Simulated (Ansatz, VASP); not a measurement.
**Te2Pt (Moncheite) in VASP and in Ansatz**

```
Te Pt
1.0
     4.03817    0.00000    0.00000
    -2.01909    3.49716    0.00000
     0.00000    0.00000    5.31094
Te Pt
2 1
Direct
  0.33333 0.66667 0.25685
  0.66667 0.33333 0.74315
  0.00000 0.00000 0.00000
```

Alike in both runs: task single point; functional PBEsol; k mesh 6 × 6 × 4; occupations fermi-dirac, width 0.02 eV; no spin polarisation.

|  | VASP | Ansatz |
| --- | --- | --- |
| version | VASP 6.6.1 | Ansatz 0.2.0 |
| potentials or method | VASP PAW PBE potentials, release 64 (Te, Pt) | plane waves |
| plane-wave cutoff (eV) | 520 | 600 |
| valence electrons in the cell | 22 | 50 |

```tsv
	VASP	Ansatz	Ansatz less VASP
pressure (GPa)	-1.4	-1.3	+0.04
largest component of the traceless stress (GPa)	0.52	0.54	+0.022
rms of the force components (eV/Å)	0.023	0.027	+0.0034
```

Atom by atom the forces differ by 0.003 eV/Å (rms over components). The two sets of potentials don't hold the same shells in valence.

Caveats: the PAW data sets were made with another functional, which shifts forces and pressure a little (VASP). Spin-orbit coupling is left out, which matters for the levels of Pt, Te.
